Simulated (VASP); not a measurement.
# GaSb (rocksalt): one PBE relaxation of cell and atoms in two programs

Start cell

```xyz
2
Lattice="0.0000 2.7696 2.7696 2.7696 0.0000 2.7696 2.7696 2.7696 0.0000" Properties=species:S:1:pos:R:3 pbc="T T T"
Ga    0.0000    0.0000    0.0000
Sb    2.7696    2.7696    2.7696
```

Datasets and cutoffs are each program's own. VASP's cell holds 18 valence electrons and Ansatz's 28.

Cutoffs: 600 eV in VASP, 420 eV in Ansatz. k meshes: 8×8×8 and 8×8×8.

|  | VASP | Ansatz |
| --- | --- | --- |
| relaxed cell vector lengths | 4.103, 4.103, 4.103 Å | 4.105, 4.105, 4.105 Å |
| relaxed cell volume | 48.86 Å³ | 48.90 Å³ |
